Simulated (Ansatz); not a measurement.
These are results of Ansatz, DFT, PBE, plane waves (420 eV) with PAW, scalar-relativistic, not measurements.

An element in the hcp structure gives this curve. The cell is scaled uniformly from the relaxed one, with fractional coordinates and shape fixed. Energies are extrapolated to zero smearing, pressures are those at the given smearing. Magnetic state: non-magnetic.

| V (Å³/atom) | E − E₀ (meV/atom) | P (GPa) |
| --- | --- | --- |
| 12.412 | 207.1 | 45.05 |
| 12.976 | 83.5 | 26.21 |
| 13.540 | 18.7 | 11.46 |
| 14.104 | 0.0 | -0.07 |
| 14.668 | 17.2 | -9.06 |
| 15.233 | 62.5 | -16.05 |
| 15.797 | 129.5 | -21.45 |

Question: Which element is it?
A. molybdenum
B. platinum
C. rhodium
D. zinc

Answer: C. Its fit is V₀ = 14.09 Å³/atom, B₀ = 255 GPa, B₀′ = 5.2.
